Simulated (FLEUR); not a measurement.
The system is YN.

```xyz
2
Lattice="0.0000 2.4385 2.4385 2.4385 0.0000 2.4385 2.4385 2.4385 0.0000" Properties=species:S:1:pos:R:3 pbc="T T T"
Y     0.0000    0.0000    0.0000
N     2.4385    2.4385    2.4385
```

Base run:

```yaml
Program: FLEUR MaX-R8.1 (later development tree)
Functional: r2SCAN
Potentials_or_basis: all-electron
Basis: FLAPW
Kmax: 4.29 1/bohr
k_mesh: 9 × 9 × 9
Occupations: fermi-dirac, width 0.05 eV
Spin: no spin polarisation
```

Its results: band gap on the k mesh 0.63 eV, indirect (least direct gap 1.04 eV).

Problem. The run is repeated on the same cell with these changes: functional from r2SCAN to WC. What comes out?

Solution. Band gap on the k mesh 0.17 eV, indirect (least direct gap 0.57 eV).

r2SCAN gives the wider gap, since meta-GGAs in the generalised Kohn-Sham scheme recover part of the derivative discontinuity.

Caveats: the meta-GGA is that of a development version, with a GGA for the radial functions and cores and without core tails (some runs).

A k mesh can miss the band edges.

Not every run made on this cell is shown here.
